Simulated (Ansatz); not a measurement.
## Cd4S: balancing the decomposition

These are results of DFT PBE, scalar-relativistic, plane waves, PAW in Ansatz, not measurements. Settings: cutoff 420 eV, Γ-centred meshes spaced at most about 0.3 Å⁻¹, and about 0.25 Å⁻¹ or finer for metals (2π included), Gaussian smearing. No spin polarisation.

Formation energies are uncorrected and refer to the elements' standard structures at the same level.

These are static total energies at zero pressure. The reference form of S is held partly by dispersion forces, which this level lacks.

A trial structure of Cd4S (reached from: Hg4Pt type (Im-3m); relaxed: space group Im-3m (No. 229), a = 6.426 Å) has a formation energy of 0.185 eV/atom. At its composition the lowest mixture among the elements and 1 reference phase computed alike (others may be missing) consists of these:

| phase | source | ΔE_f (eV/atom) |
| --- | --- | --- |
| Cd (solid) | element | -0.003 |
| CdS (P6_3mc) | COD | -0.660 |

The lowest database cell of Cd (-0.003) lies slightly below the reference, hence the non-zero entry.

Q: Write the balanced decomposition and find its energy per atom, per formula unit and per mole of formula units.

A: Balancing Cd and S gives Cd4S → 3 Cd + CdS. The left side holds 5 atoms, and the products take 3/5 (Cd) and 2/5 (CdS) of them. The mixture therefore lies at 3/5 × (-0.003) + 2/5 × (-0.660) = -0.266 eV/atom. The reaction energy is -0.266 − (0.185) = -0.451 eV/atom. Times 5 atoms that is -2.255 eV per Cd4S, and times 96.485 it is -218 kJ per mole of Cd4S. Decomposition is downhill, so the trial structure is unstable against this mixture.
